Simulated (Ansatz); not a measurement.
TiC (Fm-3m)

Method: DFT PBE, scalar-relativistic, plane waves, PAW in Ansatz.

Settings: cutoff 420 eV, Γ-centred mesh 22×22×22 on the computed 2-atom cell, Gaussian smearing of 0.10 eV; no spin polarisation.

The structure is relaxed at this level of theory with its symmetry kept, and needn't be the ground state of this composition.

Space group Fm-3m (No. 225), cubic, a = 4.333 Å. Ti has 6 C at 2.17 Å; C is surrounded by 6 Ti at 2.17 Å.

```json
{"Volume per atom": "10.17 Å³", "Formation energy from the elements' standard states (uncorrected)": "-0.831 eV/atom", "Kohn–Sham band gap": "none (metal)", "Density of states at the Fermi level": "0.3 states/eV per cell", "Orbital (Löwdin) character within 0.5 eV of the Fermi level": "Ti 3d 49 %, C 2p 48 %", "Bader charge by site (e)": "Ti (1 in the cell) 1.69, C (1 in the cell) -1.69"}
```

It comes from a database structure that was distorted and then relaxed. Löwdin shares on free-atom orbitals overweight diffuse shells.
